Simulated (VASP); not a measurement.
# Al (Fm-3m) in VASP: a series of runs

Runs on Al. Level: LDA. Tasks: single point.

Program: VASP 6.6.1. These are calculated values, not measurements. Logs are shortened: lines on timing, memory, paths and dates and some standing lists are left out, and cuts for length are marked.

## (1) The undisturbed crystal

The structure is cubic, space group Fm-3m (No. 225). Conventional cell: a = 4.050 Å, b = 4.050 Å, c = 4.050 Å, α = 90.00°, β = 90.00°, γ = 90.00°. Al (site symmetry m-3m) is surrounded by 12 Al at 2.86 Å.

## (2) Single point, LDA (grid = ENCUT=500 dk=0.35 cell=3x3x3 ISMEAR=1 SIGMA=0.1 LREAL=Auto EDIFF=1e-06)

File INCAR:

```
  PREC = Accurate
  ENCUT = 500
  EDIFF = 1E-6
  ISMEAR = 1
  SIGMA = 0.1
  LREAL = Auto
  LASPH = T
  NELM = 120
  ALGO = Fast
  ISIF = 2
  LWAVE = F
  LCHARG = F
  GGA = CA
  NBANDS = 72
```

File KPOINTS:

```
regular mesh
0
Gamma
  3 3 3
```

File POSCAR:

```
Al26Cu
1.0
    0.0000000000      6.0744150000      6.0744150000
    6.0744150000      0.0000000000      6.0744150000
    6.0744150000      6.0744150000      0.0000000000
Cu Al
1 26
Direct
    0.0000000000      0.0000000000      0.0000000000
    0.0000000000      0.0000000000      0.3333333333
    0.0000000000      0.0000000000      0.6666666667
    0.0000000000      0.3333333333      0.0000000000
    0.0000000000      0.3333333333      0.3333333333
    0.0000000000      0.3333333333      0.6666666667
    0.0000000000      0.6666666667      0.0000000000
    0.0000000000      0.6666666667      0.3333333333
    0.0000000000      0.6666666667      0.6666666667
    0.3333333333      0.0000000000      0.0000000000
    0.3333333333      0.0000000000      0.3333333333
    0.3333333333      0.0000000000      0.6666666667
    0.3333333333      0.3333333333      0.0000000000
    0.3333333333      0.3333333333      0.3333333333
    0.3333333333      0.3333333333      0.6666666667
    0.3333333333      0.6666666667      0.0000000000
    0.3333333333      0.6666666667      0.3333333333
    0.3333333333      0.6666666667      0.6666666667
    0.6666666667      0.0000000000      0.0000000000
    0.6666666667      0.0000000000      0.3333333333
    0.6666666667      0.0000000000      0.6666666667
    0.6666666667      0.3333333333      0.0000000000
    0.6666666667      0.3333333333      0.3333333333
    0.6666666667      0.3333333333      0.6666666667
    0.6666666667      0.6666666667      0.0000000000
    0.6666666667      0.6666666667      0.3333333333
    0.6666666667      0.6666666667      0.6666666667
```

Potentials or basis: VASP PAW LDA potentials, release 64 (Cu, Al).

Started as:

```
cat potpaw_LDA.64/Cu/POTCAR potpaw_LDA.64/Al/POTCAR > POTCAR
mpirun -np 1 vasp_std > vasp.out
```

OUTCAR:

```text
PREC = Accurate
   ENCUT = 500
   EDIFF = 1E-6
   ISMEAR = 1
   LREAL = Auto
   LASPH = T
   NELM = 120
   ISIF = 2
   GGA = CA

 Found      4 irreducible k-points:

 Following reciprocal coordinates:
            Coordinates               Weight
  0.000000  0.000000  0.000000      1.000000
  0.333333  0.000000  0.000000      8.000000
  0.333333  0.333333  0.000000      6.000000
 -0.333333  0.333333  0.000000     12.000000
   k-points           NKPTS =      4   k-points in BZ     NKDIM =      4   number of bands    NBANDS=     72
   number of dos      NEDOS =    301   number of ions     NIONS =     27
   total plane-waves  NPLWV = 262144
   dimension x,y,z NGX =    64 NGY =   64 NGZ =   64
   dimension x,y,z NGXF=   128 NGYF=  128 NGZF=  128
   ions per type =               1  26
   NGX,Y,Z   is equivalent  to a cutoff of  12.39, 12.39, 12.39 a.u.
   NGXF,Y,Z  is equivalent  to a cutoff of  24.77, 24.77, 24.77 a.u.
 SYSTEM =  unknown system
   PREC   = accura    normal or accurate (medium, high low for compatibility)
   ISTART =      0    job   : 0-new  1-cont  2-samecut
   ICHARG =      2    charge: 1-file 2-atom 10-const
   ISPIN  =      1    spin polarized calculation?
   LNONCOLLINEAR =      F non collinear calculations
   LSORBIT =      F    spin-orbit coupling
   LASPH  =      T    aspherical Exc in radial PAW
   ENCUT  =  500.0 eV  36.75 Ry    6.06 a.u.  15.66 15.66 15.66*2*pi/ulx,y,z
   NELM   =    120;   NELMIN=  2; NELMDL= -5     # of ELM steps
   EDIFF  = 0.1E-05   stopping-criterion for ELM
   LREAL  =      T    real-space projection
   EDIFFG = 0.1E-04   stopping-criterion for IOM
   NSW    =      0    number of steps for IOM
[... 5 lines left out ...]
   TEBEG  =    0.0;   TEEND  =   0.0 temperature during run
   PSTRESS=    0.0 pullay stress
   NELECT =      89.0000    total number of electrons
   NUPDOWN=      -1.0000    fix difference up-down
   EMIN   =  10.00;   EMAX   =-10.00  energy-range for DOS
   EFERMI =   0.00;   METHOD = LEGACY
   ISMEAR =     1;   SIGMA  =   0.10  broadening in eV -4-tet -1-fermi 0-gaus
   EFERMI_NEDOS =   21; number of points for ismear=-14 and -15
   IALGO  =     68    algorithm
   IMIX   =      4    mixing-type and parameters
     AMIX     =   0.40;   BMIX     =  1.00
     AMIX_MAG =   1.60;   BMIX_MAG =  1.00
  volume/ion in A,a.u.               =      16.60       112.04
  Fermi-wavevector in a.u.,A,eV,Ry     =   0.955045  1.804773 12.410016  0.912110
  Thomas-Fermi vector in A             =   2.083847
   LORBIT       =      0    0 simple, 1 ext, 2 COOP (PROOUT), +10 PAW based schemes
   GGA     = CA    functional components
   LHFCALC =     F    Hartree Fock is set to
   AEXX    =    0.0000 exact exchange contribution
   IVDW    =     0    specifies the selected vdW correction
   LEPSILON=     F    determine dielectric tensor
   LRPA    =     F    only Hartree local field effects (RPA)
 non-spin polarized calculation
 RMM-DIIS sequential band-by-band and
 Methfessel and Paxton  Order N= 1 SIGMA  =   0.10
  energy-cutoff  :      500.00
  volume of cell :      448.27
 maximum number of plane-waves:     11394
 NGX is ok and might be reduce to    64
   NGX = 31   NGY = 31   NGZ = 31

 number of electron      89.0000011 magnetization

 Free energy of the ion-electron system (eV)
  ---------------------------------------------------
  ext. energy  EPLUGINS =         0.00000000
  ---------------------------------------------------
  free energy    TOTEN  =      -112.46244627 eV

  energy without entropy =     -112.49135617  energy(sigma->0) =     -112.47208290

 E-fermi :   7.5874     XC(G=0): -10.3555

 val. band max:        7.5224940515   @ k =   0.3333   0.0000   0.0000
 cond. band min:       7.6679604923   @ k =   0.3333   0.3333   0.0000
 fundamental gap:      0.1454664407
 Fermi energy:         7.5873949515

 k-point     1 :       0.0000    0.0000    0.0000
  band No.  band energies     occupation
      1      -3.3609      2.00000
      2      -0.5165      2.00000
      3      -0.4838      2.00000
      4      -0.4838      2.00000
      5      -0.4838      2.00000
      6      -0.3689      2.00000
[... 48 lines left out ...]
     55       8.1584     -0.00000
     56       8.3522     -0.00000

 k-point     2 :       0.3333    0.0000    0.0000
  band No.  band energies     occupation
      1      -3.0303      2.00000
      2      -2.0374      2.00000
      3      -0.7557      2.00000
      4      -0.7557      2.00000
      5      -0.6899      2.00000
      6      -0.4215      2.00000
[... 48 lines left out ...]
     55       9.6317      0.00000
     56       9.6822      0.00000

 k-point     3 :       0.3333    0.3333    0.0000
  band No.  band energies     occupation
      1      -2.9204      2.00000
      2      -1.6111      2.00000
      3      -1.3732      2.00000
      4      -1.2947      2.00000
      5      -1.2947      2.00000
      6      -1.0375      2.00000
[... 48 lines left out ...]
     55       9.6689      0.00000
     56       9.8668      0.00000

 k-point     4 :      -0.3333    0.3333    0.0000
  band No.  band energies     occupation
      1      -2.4887      2.00000
      2      -2.2111      2.00000
      3      -2.0673      2.00000
      4      -1.1858      2.00000
      5      -1.1022      2.00000
      6       0.1597      2.00000
[... 48 lines left out ...]
     55       9.1907     -0.00000
     56       9.4362     -0.00000
 [bands above 56 left out]

------------------------ aborting loop because EDIFF is reached ----------------------------------------

  FORCE on cell =-STRESS in cart. coord.  units (eV):
  Direction    XX          YY          ZZ          XY          YZ          ZX
  --------------------------------------------------------------------------------------
  -------------------------------------------------------------------------------------
  Total      -13.1738246    -13.1738246    -13.1738246      0.0000000      0.0000000     -0.0000000
  in kB      -47.0846217    -47.0846217    -47.0846217      0.0000000      0.0000000     -0.0000000
  external PRESSURE =     -47.0846217 kB  Pullay stress =       0.0000000 kB

 VOLUME and BASIS-vectors are now :
 -----------------------------------------------------------------------------
  energy-cutoff  :      500.00
  volume of cell :      448.27
      direct lattice vectors                 reciprocal lattice vectors
     0.000000000  6.074415000  6.074415000    -0.082312453  0.082312453  0.082312453
     6.074415000  0.000000000  6.074415000     0.082312453 -0.082312453  0.082312453
     6.074415000  6.074415000  0.000000000     0.082312453  0.082312453 -0.082312453

 POSITION                                       TOTAL-FORCE (eV/Angst)
 -----------------------------------------------------------------------------------
      0.00000      0.00000      0.00000        -0.000000      0.000000      0.000000
      2.02480      2.02480      0.00000        -0.226576     -0.226576      0.000000
      4.04961      4.04961      0.00000         0.226576      0.226576      0.000000
      2.02480      0.00000      2.02480        -0.226576      0.000000     -0.226576
      4.04961      2.02480      2.02480         0.114412     -0.114412     -0.114412
      6.07442      4.04961      2.02480        -0.000000      0.226576     -0.226576
[... 19 lines left out ...]
      6.07442      6.07442      8.09922        -0.000000      0.000000     -0.203366
      8.09922      8.09922      8.09922        -0.114412     -0.114412     -0.114412
 -----------------------------------------------------------------------------------
    total drift:                                0.000000      0.000000      0.000000

  FREE ENERGIE OF THE ION-ELECTRON SYSTEM (eV)
  ---------------------------------------------------
  free  energy   TOTEN  =      -112.4624462656 eV

  energy  without entropy=     -112.4913561742  energy(sigma->0) =     -112.47208290
```

Run time: 3 min. Hardware: 1 thread of Intel Xeon 6975P-C (Granite Rapids), shared host; peak memory 0.42 GiB.

The run converged, but some of its settings lie outside the range that counts as converged, so its numbers aren't taken as properties of the crystal.

What came out:

| Property | Result |
| --- | --- |
| Free energy | -112.4624 eV |
| Pressure | -4.7 GPa |
| Largest force | 0.320 eV/Å |
| Band gap on the k mesh | none (metal or under the smearing width) |

## (3) Single point, LDA (grid = ENCUT=350 dk=0.27 cell=3x3x3 ISMEAR=1 SIGMA=0.1 LREAL=Auto EDIFF=1e-06)

File INCAR:

```
PREC = Accurate
ENCUT = 350
EDIFF = 1E-6
ISMEAR = 1
SIGMA = 0.1
LREAL = Auto
LASPH = T
NELM = 120
ALGO = Fast
ISIF = 2
LWAVE = F
LCHARG = F
NBANDS = 68
```

File KPOINTS:

```
Automatic mesh
0
Gamma
  4 4 4
```

Edit POSCAR of step 2 so:

```diff
@@ -1,2 +1,2 @@
-Al26Cu
+Al
 1.0
@@ -5,4 +5,4 @@
     6.0744150000      6.0744150000      0.0000000000
-Cu Al
-1 26
+Al
+27
 Direct
```

Potentials or basis: VASP PAW LDA potentials, release 64 (Al).

Started as:

```
cat potpaw_LDA.64/Al/POTCAR > POTCAR
mpirun -np 1 vasp_std > vasp.out
```

OUTCAR:

```text
PREC = Accurate
   ENCUT = 350
   EDIFF = 1E-6
   ISMEAR = 1
   LREAL = Auto
   LASPH = T
   NELM = 120
   ISIF = 2

 Found      8 irreducible k-points:

 Following reciprocal coordinates:
            Coordinates               Weight
  0.000000  0.000000  0.000000      1.000000
  0.250000  0.000000  0.000000      8.000000
  0.500000  0.000000  0.000000      4.000000
  0.250000  0.250000  0.000000      6.000000
  0.500000  0.250000  0.000000     24.000000
 -0.250000  0.250000  0.000000     12.000000
   k-points           NKPTS =      8   k-points in BZ     NKDIM =      8   number of bands    NBANDS=     68
   number of dos      NEDOS =    301   number of ions     NIONS =     27
   total plane-waves  NPLWV = 157464
   dimension x,y,z NGX =    54 NGY =   54 NGZ =   54
   dimension x,y,z NGXF=   108 NGYF=  108 NGZF=  108
   ions per type =              27
   NGX,Y,Z   is equivalent  to a cutoff of  10.45, 10.45, 10.45 a.u.
   NGXF,Y,Z  is equivalent  to a cutoff of  20.90, 20.90, 20.90 a.u.
 SYSTEM =  unknown system
   PREC   = accura    normal or accurate (medium, high low for compatibility)
   ISTART =      0    job   : 0-new  1-cont  2-samecut
   ICHARG =      2    charge: 1-file 2-atom 10-const
   ISPIN  =      1    spin polarized calculation?
   LNONCOLLINEAR =      F non collinear calculations
   LSORBIT =      F    spin-orbit coupling
   LASPH  =      T    aspherical Exc in radial PAW
   ENCUT  =  350.0 eV  25.72 Ry    5.07 a.u.  13.10 13.10 13.10*2*pi/ulx,y,z
   NELM   =    120;   NELMIN=  2; NELMDL= -5     # of ELM steps
   EDIFF  = 0.1E-05   stopping-criterion for ELM
   LREAL  =      T    real-space projection
   EDIFFG = 0.1E-04   stopping-criterion for IOM
   NSW    =      0    number of steps for IOM
[... 5 lines left out ...]
   TEBEG  =    0.0;   TEEND  =   0.0 temperature during run
   PSTRESS=    0.0 pullay stress
   NELECT =      81.0000    total number of electrons
   NUPDOWN=      -1.0000    fix difference up-down
   EMIN   =  10.00;   EMAX   =-10.00  energy-range for DOS
   EFERMI =   0.00;   METHOD = LEGACY
   ISMEAR =     1;   SIGMA  =   0.10  broadening in eV -4-tet -1-fermi 0-gaus
   EFERMI_NEDOS =   21; number of points for ismear=-14 and -15
   IALGO  =     68    algorithm
   IMIX   =      4    mixing-type and parameters
     AMIX     =   0.40;   BMIX     =  1.00
     AMIX_MAG =   1.60;   BMIX_MAG =  1.00
  volume/ion in A,a.u.               =      16.60       112.04
  Fermi-wavevector in a.u.,A,eV,Ry     =   0.925526  1.748991 11.654733  0.856599
  Thomas-Fermi vector in A             =   2.051390
   LORBIT       =      0    0 simple, 1 ext, 2 COOP (PROOUT), +10 PAW based schemes
   GGA     = CA    functional components
   LHFCALC =     F    Hartree Fock is set to
   AEXX    =    0.0000 exact exchange contribution
   IVDW    =     0    specifies the selected vdW correction
   LEPSILON=     F    determine dielectric tensor
   LRPA    =     F    only Hartree local field effects (RPA)
 non-spin polarized calculation
 RMM-DIIS sequential band-by-band and
 Methfessel and Paxton  Order N= 1 SIGMA  =   0.10
  energy-cutoff  :      350.00
  volume of cell :      448.27
 maximum number of plane-waves:      6710
 NGX is ok and might be reduce to    54
   NGX = 27   NGY = 27   NGZ = 27

 number of electron      80.9999999 magnetization

 Free energy of the ion-electron system (eV)
  ---------------------------------------------------
  ext. energy  EPLUGINS =         0.00000000
  ---------------------------------------------------
  free energy    TOTEN  =      -113.13785473 eV

  energy without entropy =     -113.15580035  energy(sigma->0) =     -113.14383660

 E-fermi :   7.5937     XC(G=0): -10.3202

 val. band max:        7.4924461267   @ k =  -0.2500   0.5000   0.2500
 cond. band min:       7.6721815709   @ k =   0.5000   0.2500   0.0000
 fundamental gap:      0.1797354443
 Fermi energy:         7.5937282266

 k-point     1 :       0.0000    0.0000    0.0000
  band No.  band energies     occupation
      1      -3.3299      2.00000
      2      -0.3592      2.00000
      3      -0.3592      2.00000
      4      -0.3592      2.00000
      5      -0.3592      2.00000
      6      -0.3592      2.00000
[... 44 lines left out ...]
     51       8.0796     -0.00000
     52       8.2174     -0.00000

 k-point     2 :       0.2500    0.0000    0.0000
  band No.  band energies     occupation
      1      -3.1424      2.00000
      2      -1.6512      2.00000
      3      -0.6658      2.00000
      4      -0.6658      2.00000
      5      -0.6658      2.00000
      6      -0.1762      2.00000
[... 44 lines left out ...]
     51       9.1232     -0.00000
     52       9.1232     -0.00000

 k-point     3 :       0.5000    0.0000    0.0000
  band No.  band energies     occupation
      1      -2.5814      2.00000
      2      -2.5814      2.00000
      3      -0.6045      2.00000
      4      -0.6045      2.00000
      5      -0.6045      2.00000
      6      -0.6045      2.00000
[... 44 lines left out ...]
     51       9.1832     -0.00000
     52       9.1832     -0.00000

 k-point     4 :       0.2500    0.2500    0.0000
  band No.  band energies     occupation
      1      -3.0799      2.00000
      2      -1.0961      2.00000
      3      -1.0961      2.00000
      4      -1.0961      2.00000
      5      -1.0961      2.00000
      6      -1.0961      2.00000
[... 44 lines left out ...]
     51       9.2557     -0.00000
     52       9.2557     -0.00000

 k-point     5 :       0.5000    0.2500    0.0000
  band No.  band energies     occupation
      1      -2.6435      2.00000
      2      -2.1465      2.00000
      3      -1.6512      2.00000
      4      -1.1577      2.00000
      5      -1.1577      2.00000
      6      -0.1757      2.00000
[... 44 lines left out ...]
     51       9.6833      0.00000
     52      10.1143      0.00000

 k-point     6 :      -0.2500    0.2500    0.0000
  band No.  band energies     occupation
      1      -2.8304      2.00000
      2      -1.8367      2.00000
      3      -1.8367      2.00000
      4      -0.8501      2.00000
      5      -0.8501      2.00000
      6       0.1297      2.00000
[... 44 lines left out ...]
     51       9.5515     -0.00000
     52       9.5515     -0.00000

 [... further k-points ...]

 [bands above 52 left out]

------------------------ aborting loop because EDIFF is reached ----------------------------------------

  FORCE on cell =-STRESS in cart. coord.  units (eV):
  Direction    XX          YY          ZZ          XY          YZ          ZX
  --------------------------------------------------------------------------------------
  -------------------------------------------------------------------------------------
  Total      -10.0810803    -10.0810803    -10.0810803      0.0000000      0.0000000      0.0000000
  in kB      -36.0308312    -36.0308312    -36.0308312      0.0000000      0.0000000      0.0000000
  external PRESSURE =     -36.0308312 kB  Pullay stress =       0.0000000 kB

 VOLUME and BASIS-vectors are now :
 -----------------------------------------------------------------------------
  energy-cutoff  :      350.00
  volume of cell :      448.27
      direct lattice vectors                 reciprocal lattice vectors
     0.000000000  6.074415000  6.074415000    -0.082312453  0.082312453  0.082312453
     6.074415000  0.000000000  6.074415000     0.082312453 -0.082312453  0.082312453
     6.074415000  6.074415000  0.000000000     0.082312453  0.082312453 -0.082312453

 POSITION                                       TOTAL-FORCE (eV/Angst)
 -----------------------------------------------------------------------------------
      0.00000      0.00000      0.00000         0.000000     -0.000000      0.000000
      2.02480      2.02480      0.00000         0.000000      0.000000      0.000000
      4.04961      4.04961      0.00000        -0.000000     -0.000000      0.000000
      2.02480      0.00000      2.02480         0.000000     -0.000000      0.000000
      4.04961      2.02480      2.02480         0.000000      0.000000     -0.000000
      6.07442      4.04961      2.02480         0.000000     -0.000000      0.000000
[... 19 lines left out ...]
      6.07442      6.07442      8.09922         0.000000      0.000000     -0.000000
      8.09922      8.09922      8.09922         0.000000      0.000000      0.000000
 -----------------------------------------------------------------------------------
    total drift:                               -0.000000     -0.000000     -0.000000

  FREE ENERGIE OF THE ION-ELECTRON SYSTEM (eV)
  ---------------------------------------------------
  free  energy   TOTEN  =      -113.1378547289 eV

  energy  without entropy=     -113.1558003480  energy(sigma->0) =     -113.14383660
```

Run time: 3.7 min. Hardware: 1 thread of Intel Xeon Platinum 8488C (Sapphire Rapids), shared host; peak memory 0.31 GiB.

The run converged, but some of its settings lie outside the range that counts as converged, so its numbers aren't taken as properties of the crystal.

What came out:

* Free energy: -113.1379 eV
* Pressure: -3.6 GPa
* Band gap on the k mesh: none (metal or under the smearing width)
